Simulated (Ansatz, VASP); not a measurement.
One calculation of ScAl3, two programs

```xyz
4
Lattice="4.2379 0.0000 0.0000 0.0000 4.2379 0.0000 0.0000 0.0000 4.2379" Properties=species:S:1:pos:R:3 pbc="T T T"
Sc    0.0000    0.0000    0.0000
Al    2.1189    0.0000    2.1189
Al    0.0000    2.1189    2.1189
Al    2.1189    2.1189    0.0000
```

Alike in both runs: task single point; functional PBE; k mesh 10 × 10 × 10; occupations gaussian, width 0.1 eV; no spin polarisation.

|  | VASP | Ansatz |
| --- | --- | --- |
| version | VASP 6.6.1 | Ansatz 0.2.0 |
| potentials or method | VASP PAW PBE potentials, release 64 (Sc_sv, Al) | scalar-relativistic, plane waves, PAW |
| plane-wave cutoff (eV) | 520 | 420 |
| valence electrons in the cell | 20 | 20 |

|  | VASP | Ansatz | Ansatz less VASP |
| --- | --- | --- | --- |
| gap on the k mesh at the Fermi level (eV) | none | none | - |
| pressure (GPa) | -6.7 | -6.7 | 0.00 |

A gap of «none» marks a metal or a gap that the smearing closes.
